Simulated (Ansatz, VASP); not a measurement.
**Cross-check of ZnSe (tetragonal ZnSe, 1 layer) between VASP and Ansatz**

Aim: how closely do two programs agree when they are given the same cell, functional and k mesh? The structure shown is the start of the Ansatz relaxation below; VASP solves that cell, so the two are compared at the walk's first step.

Main program and level: Ansatz 0.2.0; plane waves, with VASP 6.6.1 beside it; single point at PBE.

## (1) The structure

The cell holds 4 atoms: 2 Se and 2 Zn. Its edges and angles: a = 4.000 Å, b = 4.000 Å, c = 17.686 Å, α = 90.0°, β = 90.0°, γ = 90.0°. Vacuum lies along c.

## (2) Ansatz: relaxation, PBE

Ansatz runs on its default PAW (the set named soft_2) files.

The two programs are compared at the cell with which this relaxation starts, whose forces are those of its first step.

The input, input.yaml:

```yaml
crystal:
  lattice:
    - [4.0, 0.0, 0.0]
    - [0.0, 4.0, 0.0]
    - [0.0, 0.0, 17.6857259726]
  atoms:
    - { symbol: Se, position: [0.5, 0.0, 0.4240708022] }
    - { symbol: Zn, position: [0.0, 0.0, 0.5] }
    - { symbol: Zn, position: [0.5, 0.5, 0.5] }
    - { symbol: Se, position: [0.0, 0.5, 0.5759291978] }
kpoints:
  mp_grid: { grid: [8, 8, 1] }
hamiltonian:
  xc: pbe
scf:
  occupations: { method: fermi_dirac, width: 0.05 }
  convergence: { dr2_threshold: 1.0e-08 }
efield:
  axis: 3
  dipole_correction: true
  ramp_position: 0.97
  ramp_width: 0.04
relax:
  f_tol: 0.01
  cell: { fix: [c, alpha, beta] }
output:
  write_potential: true
  write_density: true
  volumetric_format: npy
```

Command:

```
$ ansatz run input.yaml --threads 4 --pin off --max-ram 8192MiB --backend cpu --events-out ev --progress --plain --runs-dir out
```

Numbers of over 12 decimals in the logs are rounded to 6 here.

The log of the run:

```text
Warning: relax.cell: scf.convergence.dr2_threshold = 1e-8 eV is looser than the 4e-10 eV advised for a relaxation that steers and ends on the stress (1e-10 eV for each atom of the cell: 4). What an SCF threshold leaves in a stress goes as its square root, and in the free energy as the threshold itself, and one threshold admits the most on a small cell: [figures from the program's tests cut] Set scf.convergence.dr2_threshold to 4e-10 eV or tighter. The threshold is an SCF's pass mark: one that does not reach it within its budget of iterations ends unconverged, or closes short of it on a stop that the run arms, and scf.convergence.dr2_threshold's page says what that costs each kind of run
Engine: ansatz 0.2.0, aarch64-unknown-linux-gnu
Pseudopotentials: kind: paw
Pseudopotential: Se, paw, valence charge 16, recommended cutoff 420 eV (normal), Se.paw.azcp
Pseudopotential: Zn, paw, valence charge 12, recommended cutoff 420 eV (normal), Zn.paw.azcp
Functional definition: PBE
  parameter kappa = 0.804
  parameter beta = 0.066725
  exchange = pbe_x(kappa = kappa, mu = beta*pi^2/3)
  correlation = pbe_c(beta = beta)
Crystal: 4 atoms, lattice volume = 282.972 Å³
Basis set: ecut = 420 eV, 5531 PW (Γ), exchange–correlation on 54×54×240 points (8 copies of the dense FFT grid, shifted against one another)
Bands: 34, of which v1, the nominal top of the filled ones, is band 28 counted from 1 (27 counted from 0)
Symmetry: 8 space group operations
k-points: 15 of 64
Non-local potential: Se, projectors of the file, l = 0: 2, l = 1: 2, l = 2: 3, l = 3: 1
Non-local potential: Zn, projectors of the file, l = 0: 2, l = 1: 2, l = 2: 3, l = 3: 1
PAW form: soft (Blöchl's): semilocal exchange-correlation on the pseudo side does not see the compensation charge
PAW one-centre angular grid: Se, 590 points (default); XC on 64 Gauss nodes
PAW one-centre angular grid: Zn, 590 points (default); XC on 64 Gauss nodes
Initial density: superposition of atomic densities (neutral atoms: chi_scale 0, normalization atom), corrected by the library's trained network
Initial wavefunctions: pseudopotential atomic-orbital guess
Functional: x = pbe(κ = 0.804, μ = 0.219515), c = pbe(β = 0.066725)
SCF iter   1: F=—  HF=-17578.015089 eV  |F-HF|=—  |Δ(HF+E_count)|=         —  Δρ=1.23e-3  dr2=1.63e-2  ethr=1.77e-3  p=0.000 e·Å  D=1.01e-4 V/Å  ΔV_dip=-0.00 eV  dr2_dipole=2.28e-8  V_vac-E_F(+/−)=4.65/4.65 eV  ⟨swp⟩=10.2  Hψ=2656  notcnv=0
efield: sawtooth ramp at fractional position 0.9700 (set: `efield.ramp_position`, or a place that a band, a saddle search or an elastic batch's reference lends), width 0.0400; the density the first Hamiltonian is built on has a dipole p = 0.000 e·Å; the dipole correction subtracts the counter field D = 1.01e-4 V/Å, which shifts the + side's vacuum level by -0.00 eV against the − side's; the planar-averaged density in the ramp window peaks in size at 2.1e-5 e/Å³
preconditioner: auto → Resta (q_TF=auto, 2.083 Å⁻¹)  ε∞=2.4  [insulator: Δε(μ)=2.062 eV  Ē_g=11.228 eV  σ=0.050 eV  W_gap=1.00  n_scr=38 (ndim 8)  ℏωp=13.2 eV  f_vac=0.691  D(μ)=0.00/eV (n_scr^D=0)  ε∞_Penn≈2.4  vacuum switching on, ρ_ref=9.1e-3 e/Å³]
SCF iter   2: F=—  HF=-17578.012528 eV  |F-HF|=—  |Δ(HF+E_count)|=   2.56e-3  Δρ=5.71e-4  dr2=1.16e-3  ethr=2.91e-5  p=0.000 e·Å  D=3.76e-5 V/Å  ΔV_dip=-0.00 eV  dr2_dipole=7.59e-10  V_vac-E_F(+/−)=4.80/4.80 eV  ⟨swp⟩=2.4  Hψ=976  notcnv=0  defer=25
SCF iter   3: F=—  HF=-17578.013078 eV  |F-HF|=—  |Δ(HF+E_count)|=   5.50e-4  Δρ=2.05e-4  dr2=2.27e-4  ethr=2.08e-6  p=0.000 e·Å  D=9.47e-6 V/Å  ΔV_dip=-0.00 eV  dr2_dipole=3.75e-11  V_vac-E_F(+/−)=4.84/4.84 eV  ⟨swp⟩=2.1  Hψ=795  notcnv=0  defer=25
SCF iter   4: F=—  HF=-17578.013448 eV  |F-HF|=—  |Δ(HF+E_count)|=   3.70e-4  Δρ=1.59e-4  dr2=4.66e-5  ethr=4.05e-7  p=0.000 e·Å  D=6.11e-7 V/Å  ΔV_dip=-0.00 eV  dr2_dipole=5.93e-10  V_vac-E_F(+/−)=4.88/4.88 eV  ⟨swp⟩=2.5  Hψ=841  notcnv=0  defer=25
SCF iter   5: F=—  HF=-17578.013427 eV  |F-HF|=—  |Δ(HF+E_count)|=   2.17e-5  Δρ=3.87e-5  dr2=4.74e-6  ethr=8.31e-8  p=-0.000 e·Å  D=-5.76e-6 V/Å  ΔV_dip=0.00 eV  dr2_dipole=3.39e-11  V_vac-E_F(+/−)=4.89/4.89 eV  ⟨swp⟩=2.0  Hψ=725  notcnv=0  defer=25
SCF iter   6: F=—  HF=-17578.013475 eV  |F-HF|=—  |Δ(HF+E_count)|=   4.88e-5  Δρ=1.29e-5  dr2=4.20e-7  ethr=8.46e-9  p=-0.000 e·Å  D=-3.84e-6 V/Å  ΔV_dip=0.00 eV  dr2_dipole=1.65e-11  V_vac-E_F(+/−)=4.89/4.89 eV  ⟨swp⟩=2.1  Hψ=774  notcnv=0  defer=24
[...]
eigensolver tolerance schedule: the retry pair's looser diagonalisation over-reported the residual by 130.16 of it (diagonalisation noise at 0.24 of the residual, at the tolerance the schedule requests for it); recorded, not acted on — ethr = c·dr2/N_el stays at c = 1.0e-1
preconditioner: auto → Resta (q_TF=auto, 2.067 Å⁻¹)  ε∞=2.5  [insulator: Δε(μ)=2.164 eV  Ē_g=10.653 eV  σ=0.050 eV  W_gap=1.00  n_scr=38 (ndim 8)  ℏωp=13.0 eV  f_vac=0.678  D(μ)=0.00/eV (n_scr^D=0)  ε∞_Penn≈2.5  vacuum switching on, ρ_ref=8.2e-3 e/Å³]
SCF iter   2: F=—  HF=-17578.421384 eV  |F-HF|=—  |Δ(HF+E_count)|=   1.26e-2  Δρ=2.19e-4  dr2=6.87e-6  ethr=3.46e-8  p=0.000 e·Å  D=1.87e-5 V/Å  ΔV_dip=-0.00 eV  dr2_dipole=1.38e-9  V_vac-E_F(+/−)=4.87/4.87 eV  ⟨swp⟩=3.1  Hψ=1081  notcnv=0
SCF iter   3: F=—  HF=-17578.426846 eV  |F-HF|=—  |Δ(HF+E_count)|=   5.46e-3  Δρ=8.22e-5  dr2=1.28e-6  ethr=1.23e-8  p=0.000 e·Å  D=7.16e-6 V/Å  ΔV_dip=-0.00 eV  dr2_dipole=2.03e-9  V_vac-E_F(+/−)=4.87/4.87 eV  ⟨swp⟩=3.1  Hψ=939  notcnv=0
SCF iter   4: F=—  HF=-17578.428219 eV  |F-HF|=—  |Δ(HF+E_count)|=   1.37e-3  Δρ=2.14e-5  dr2=3.71e-7  ethr=2.28e-9  p=0.000 e·Å  D=1.93e-5 V/Å  ΔV_dip=-0.00 eV  dr2_dipole=1.71e-9  V_vac-E_F(+/−)=4.86/4.86 eV  ⟨swp⟩=2.9  Hψ=913  notcnv=0
SCF iter   5: F=—  HF=-17578.428324 eV  |F-HF|=—  |Δ(HF+E_count)|=   1.05e-4  Δρ=6.50e-6  dr2=6.73e-8  ethr=6.62e-10  p=0.000 e·Å  D=8.18e-6 V/Å  ΔV_dip=-0.00 eV  dr2_dipole=1.45e-9  V_vac-E_F(+/−)=4.86/4.86 eV  ⟨swp⟩=2.3  Hψ=766  notcnv=0
SCF iter   6: F=—  HF=-17578.428343 eV  |F-HF|=—  |Δ(HF+E_count)|=   1.87e-5  Δρ=1.78e-6  dr2=1.67e-8  ethr=1.20e-10  p=0.000 e·Å  D=2.12e-5 V/Å  ΔV_dip=-0.00 eV  dr2_dipole=3.09e-9  V_vac-E_F(+/−)=4.86/4.86 eV  ⟨swp⟩=3.5  Hψ=994  notcnv=0
SCF iter   7: F=-17578.428345 eV  HF=-17578.428344 eV  |F-HF|=3.14e-7  |Δ(HF+E_count)|=   1.75e-6  Δρ=7.24e-7  dr2=3.49e-9  ethr=1.79e-11  p=0.000 e·Å  D=9.99e-6 V/Å  ΔV_dip=-0.00 eV  dr2_dipole=6.28e-10  V_vac-E_F(+/−)=4.86/4.86 eV  ⟨swp⟩=15.7  Hψ=3673  notcnv=0
SCF 5 converged in 7 iterations: F = -17578.428345 eV  dr2 = 3.49e-9
relax step   5: F+E_penalty+E_count = -17578.42834477 eV  Δ(F+E_penalty+E_count) = -1.567e-3 eV  max|allowed force component| = 6.894e-3 eV/Å  Δτ_max = 0.0000 Å  P = +0.015 GPa  Ω = 295.915 Å³  fix = [c, alpha, beta]  reactions: c -0.011 GPa  stress off target by 2.79e-2 GPa on what of the cell is left free  SCF on the basis re-selected at this cell (its energy is not comparable with the rows above)  (7 SCF iters)
basis re-selected at this cell: Δ(F+E_penalty+E_count) = -1.567e-3 eV, ΔP = -0.003 GPa vs the last step (what re-selecting the basis moved, of the pressure what is left beyond the Pulay correction that the steps carried, after the strain that the cell walked since its last selection, with what the two solves' SCF thresholds leave and, on support functions, any second-order correction that the steps lacked; it is no measure of the basis error at this ecutwfc). The dense FFT grid was sized anew with the basis: this SCF ran on 30×30×120 points, the steps before it on 27×27×120, so part of this shift can come from that change (see relax.cell in the input reference). [rest of the remark cut]
WARN: The output density's exchange-correlation potential varies sharply where the density is thin. Do not read a vacuum level from v_tot or v_xc, or from such a field of the output density. On a cell that repeats whose density bears no net charge and no dipole along the vacuum's axis use v_es (v_loc + v_h of the components); under efield.dipole_correction with no amplitude use v_es + v_field, which holds any externa [...]
SCF converged after 7 iterations
Free energy (F): -17578.428345 eV
Harris-Foulkes:  -17578.428344 eV  (|F-HF|=3.14e-7)
Internal energy: -17578.428345 eV  (E = F + TS)
E sigma→0 (E₀):  -17578.428345 eV
Fermi energy:    -1.015129 eV
Dipole field:    D = 0.000038 V/Å  (p = 0.000062 e·Å, saw-weighted, corrected)
Work function:   Φ+ = 4.8634 eV   Φ− = 4.8640 eV
Levels:          The Fermi level and band energies are counted from a zero that moves with the ramp; work functions are not
--- Per-component energies (eV) ---
  E_band       = -1249.121339
  E_kinetic    = 497.604529
  E_local      = -37736.845446  (includes V_loc(G=0)·N_el)
  E_nonlocal   = 38.436974
  E_hartree    = 18304.686744
  E_xc         = -481.648964
  E_vxc        = -298.682988  (∫ρ·V_xc dr)
  E_paw        = -7480.122028  (= ΣΔE_a)
  E_vpaw       = -359.002063  (= ΣTr[D̂ρ^β])
  E_aug_tail   = -0.001893  (compensation charges beyond the density's cutoff)
  E_efield     = 0.000000  (sawtooth field / dipole correction)
  E_vefield    = -0.000374  (∫n·V_field dr)
  E_ewald      = 9279.461738
  E_smearing   = -0.000000  (= −TS)
  E_closure    = 0.000000  (closes the sum)
  Σ components = -17578.428345   (vs F -17578.428345, Δ=0.00e0)
--- Forces (eV/Å), atoms counted from 1 ---
  atom   1  Se    -0.00000000     0.00000000     0.00688799
  atom   2  Zn     0.00000000     0.00000000     0.00000196
  atom   3  Zn    -0.00000000     0.00000000     0.00000196
  atom   4  Se     0.00000000     0.00000000    -0.00689493
  max |Σ_I F_I| component: 3.02e-6 eV/Å
--- Stress (GPa, compression-positive) ---
        0.027916       0.000000       0.000000
        0.000000       0.027916      -0.000000
        0.000000       0.000000      -0.011348
  P = ⅓ Tr σ = 0.0148 GPa (0.148 kbar)
--- Band table (eV; the first three rows and the last of 15) ---
  k-point 0: bands = [... 24 lower, -4.0743, -2.6331, -2.1392, -2.1392, 0.0257, 0.5136, 1.1850, 3.5250, ... 2 higher]
  k-point 1: bands = [... 24 lower, -3.9524, -2.6035, -2.5320, -2.1585, 0.3875, 0.8511, 1.7230, 3.3417, ... 2 higher]
  k-point 2: bands = [... 24 lower, -3.6258, -3.0989, -2.6624, -2.2376, 0.6218, 1.2891, 2.9378, 3.5830, ... 2 higher]
  k-point 14: bands = [... 24 lower, -4.2789, -4.2789, -4.2553, -4.2553, 1.9716, 1.9716, 2.1700, 2.1700, ... 2 higher]
--- Relaxed structure (4 steps of the walk, 4 accepted, 1 SCFs on fresh bases) ---
  F+E_penalty+E_count = -17578.42834477 eV   max|allowed force component| = 6.894e-3 eV/Å   (the final SCF, on the basis selected at the relaxed cell)
  cell:  # Å, volume = 295.9149 Å³
    - [4.090458, 0.0, 0]
    - [0.0, 4.090458, 0.0]
    - [0, 0.0, 17.6857259726]
  atoms:
    - { symbol: Se, position: [0.500000, 0.0, 0.415409] }
    - { symbol: Zn, position: [0, 0.0, 0.500000] }
    - { symbol: Zn, position: [0.500000, 0.500000, 0.500000] }
    - { symbol: Se, position: [0, 0.500000, 0.584591] }
```

The column dr2 measures how far the density is from self-consistency, as an energy; F and HF (Harris–Foulkes) agree once it is small.

## (3) VASP: single point, PBE, start cell

The same cell, functional, mesh and smearing now go to VASP, with its own data sets.

Lines of VASP's logs that name or quote its potential files are left out, and so is its time.

The input, INCAR:

```
SYSTEM = ZnSe
PREC = Accurate
ENCUT = 400
EDIFF = 1E-06
NELM = 120
ISMEAR = -1
SIGMA = 0.05
LREAL = .FALSE.
ALGO = Normal
GGA = PE
NBANDS = 24
LORBIT = 11
LWAVE = .FALSE.
LCHARG = .FALSE.
ISIF = 2
LDIPOL = .TRUE.
IDIPOL = 3
DIPOL = 0.5 0.5 0.5
LVHAR = .TRUE.
LASPH = .TRUE.
GGA_COMPAT = .FALSE.
EFERMI = MIDGAP
NELMDL = -8
```

The input, POSCAR:

```
ZnSe
1.0
    4.0000000000      0.0000000000      0.0000000000
    0.0000000000      4.0000000000      0.0000000000
    0.0000000000      0.0000000000     17.6857260000
Se Zn
2 2
Direct
    0.5000000000      0.0000000000      0.4240708015
    0.0000000000      0.5000000000      0.5759291985
    0.0000000000      0.0000000000      0.5000000000
    0.5000000000      0.5000000000      0.5000000000
```

The input, KPOINTS:

```
Automatic mesh
0
Gamma
8 8 1
0 0 0
```

The projector-augmented-wave data sets are Se and Zn (PBE family, release 64).

Command:

```
$ mpirun -np 1 vasp_std
```

The log of the run:

```text
[banner, memory and clock lines left out]
running    1 mpi-ranks, on    1 nodes
 distrk:  each k-point on    1 cores,    1 groups
 distr:  one band on    1 cores,    1 groups

 POSCAR found type information on POSCAR SeZn
 POSCAR found :  2 types and       4 ions
 LDA part: xc-table for (Slater+PW92), standard interpolation
 POSCAR, INCAR and KPOINTS ok, starting setup
 FFT: planning ... GRIDC
 FFT: planning ... GRID_SOFT
 FFT: planning ... GRID
 WAVECAR not read
 entering main loop
       N       E                     dE             d eps       ncg     rms          rms(c)
DAV:   1     0.198156910231E+03    0.19816E+03   -0.13046E+04   744   0.103E+03
DAV:   2     0.848372036228E+01   -0.18967E+03   -0.18531E+03   872   0.249E+02
DAV:   3    -0.111911647325E+02   -0.19675E+02   -0.19580E+02   896   0.872E+01
DAV:   4    -0.116839082262E+02   -0.49274E+00   -0.49246E+00   808   0.133E+01
DAV:   5    -0.116939550907E+02   -0.10047E-01   -0.10046E-01   936   0.180E+00
DAV:   6    -0.116942151318E+02   -0.26004E-03   -0.26004E-03   856   0.294E-01
DAV:   7    -0.116942234332E+02   -0.83014E-05   -0.83013E-05   952   0.513E-02
DAV:   8    -0.116942237338E+02   -0.30066E-06   -0.30051E-06   808   0.999E-03    0.912E+00
DAV:   9    -0.110042939941E+02    0.68993E+00   -0.18868E+00  1016   0.370E+01    0.712E+00
DAV:  10    -0.109921914649E+02    0.12103E-01   -0.12406E+00   824   0.708E+00    0.170E+00
DAV:  11    -0.109846687311E+02    0.75227E-02   -0.29165E-02   800   0.129E+00    0.436E-01
DAV:  12    -0.109821690912E+02    0.24996E-02   -0.17572E-02   856   0.847E-01    0.991E-02
DAV:  13    -0.109823281753E+02   -0.15908E-03   -0.75899E-04   864   0.270E-01    0.563E-02
DAV:  14    -0.109824304752E+02   -0.10230E-03   -0.13538E-04   960   0.172E-01    0.261E-02
DAV:  15    -0.109824736940E+02   -0.43219E-04   -0.44387E-05   856   0.778E-02    0.685E-03
DAV:  16    -0.109824878560E+02   -0.14162E-04   -0.60458E-06   872   0.154E-02    0.503E-03
DAV:  17    -0.109824976960E+02   -0.98400E-05   -0.93324E-07   600   0.690E-03    0.133E-03
DAV:  18    -0.109825020303E+02   -0.43342E-05   -0.19002E-07   632   0.433E-03    0.106E-03
DAV:  19    -0.109825085947E+02   -0.65645E-05   -0.25229E-07   576   0.261E-03    0.585E-04
DAV:  20    -0.109825109335E+02   -0.23387E-05   -0.60385E-08   640   0.225E-03    0.312E-04
DAV:  21    -0.109825130411E+02   -0.21076E-05   -0.74158E-08   560   0.110E-03    0.220E-04
DAV:  22    -0.109825133025E+02   -0.26148E-06   -0.93132E-09   648   0.422E-04
   1 F= -.10982513E+02 E0= -.10982513E+02  d E =-.233880E-09
```

(Part 1 of 2 ends here.)

[Lines on the potential files, build, host, timing and source positions are cut from VASP's logs without a mark.]

[Logs are printed without paths, hosts, clocks, repeated set-up lines and the standing remarks that a program may print on its own settings, such as how far it seeks lower states.]

[Hosts, paths, dates, database ids (printed as entryN), source tags and the programs' standing remarks are cut or masked in the printed files.]
